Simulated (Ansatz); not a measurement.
Field gradients at the nuclei in SnS2

The cell is a structure deposited in the COD, its atoms then relaxed with PBE in this cell.

```yaml
crystal:
  lattice:
    - [3.60500, 0.00000, 0.00000]
    - [-1.80250, 3.12202, 0.00000]
    - [0.00000, 0.00000, 5.46000]
  atoms:
    - { symbol: Sn, position: [0.00000, 0.00000, 0.00000] }
    - { symbol: S, position: [0.66667, 0.33333, 0.72870] }
    - { symbol: S, position: [0.33333, 0.66667, 0.27130] }
```

Atom numbers follow the list; atoms alike are taken as one site, whose name carries the number of the first.

Level of theory: DFT, PBE, plane waves and PAW, scalar-relativistic, 420 eV cutoff, Γ-centred 14×14×8 k-points, Fermi–Dirac smearing 0.02 eV (Ansatz 0.2.0).

C_Q = eQV_zz/h, which is 24.18 MHz for Q = 1 b and V_zz = 10²¹ V/m²; η = (V_xx − V_yy)/V_zz. Directions are in the Cartesian axes of the cell vectors above, for the atom listed; none is given where the gradient is under 0.02 or η is above 0.95.

```json
{"site": "Sn", "first atom": "1", "first shell": "6 S at 2.55 Å", "V_zz (10²¹ V/m²)": "0.77", "η": "0.00", "direction of V_zz (x, y, z)": "0.00 0.00 1.00"}
{"site": "S", "first atom": "2", "first shell": "3 Sn at 2.55 Å", "V_zz (10²¹ V/m²)": "-3.40", "η": "0.00", "direction of V_zz (x, y, z)": "0.00 0.00 1.00"}
```

An axis of threefold or higher order runs through Sn and S, so V_zz lies along it and η is zero.

At this cell the PBE pressure is 7 GPa, so with PBE the cell would grow if it were relaxed. Without spin–orbit coupling (the program notes it for Sn) the gradients can shift somewhat, as the gap is small.
